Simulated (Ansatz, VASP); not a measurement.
## Al: VASP beside Ansatz

```
Al
1.0
    -1.22114    1.22114    1.22114
     1.22114   -1.22114    1.22114
     1.22114    1.22114   -1.22114
Al
1
Direct
  0.00000 0.00000 0.00000
```

Change from the starting cell: volume scaled by 0.43, PAW files.

Alike in both runs: task single point; functional PBE; k mesh 18 × 18 × 18; occupations fermi-dirac, width 0.1 eV; no spin polarisation.

|  | VASP | Ansatz |
| --- | --- | --- |
| version | VASP 6.6.1 | Ansatz 0.2.0 |
| potentials or method | VASP PAW PBE potentials, release 64 (Al) | PAW with Ansatz's default frozen-core files, scalar-relativistic |
| plane-wave cutoff (eV) | 520 | 420 |
| valence electrons in the cell | 3 | 3 |

```tsv
	VASP	Ansatz	Ansatz less VASP
pressure (GPa)	333.1	330.3	-2.79
```

With one functional, cell and mesh, what is left measures potentials, basis and numerics.

Caveats: the cell as given lies far from equilibrium; so large a pressure means that the cell lies far from this level's equilibrium, or that cutoff or potentials fall short (VASP).
